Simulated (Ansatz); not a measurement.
# From formation energies to a reaction energy: LiH2

The calculation used DFT PBE, scalar-relativistic, plane waves, PAW in Ansatz 0.2.0. All cells share a 420 eV cutoff and Γ-centred k meshes spaced at most about 0.3 Å⁻¹ (about 0.25 or finer for metals, 2π included). No spin polarisation.

Energies over the elements count from the elements' standard structures at the same level (H₂ as a molecule), with no fitted energy shifts.

All energies are static (0 K, no zero-point motion). With hydrogen, zero-point motion can shift formation energies by some tens of meV/atom.

A trial structure of LiH2 (reached from: Be2B type (Fm-3m) distorted into a subgroup, changed on relaxing; relaxed: space group I4/mmm (No. 139), a = 3.552 Å, c = 3.147 Å) has a formation energy of 0.171 eV/atom. At its composition the lowest mixture among the elements and 1 reference phase computed alike (others may be missing) consists of these:

```csv
phase,source,ΔE_f (eV/atom)
H2 (gas),element,0.000
LiH (Fm-3m),textbook type,-0.417
```

Question: Write the balanced decomposition and find its energy per atom, per formula unit and per mole of formula units.

Answer: Balancing Li and H gives 2 LiH2 → H2 + 2 LiH. The left side holds 6 atoms, and the products take 2/6 (H2) and 4/6 (LiH) of them. The mixture therefore lies at 2/6 × (0.000) + 4/6 × (-0.417) = -0.278 eV/atom. The reaction energy is -0.278 − (0.171) = -0.449 eV/atom. Times 3 atoms that is -1.347 eV per LiH2, and times 96.485 it is -130 kJ per mole of LiH2. Decomposition is downhill, so the trial structure is unstable against this mixture. Entropy of the gas would favour the products further at finite temperature.
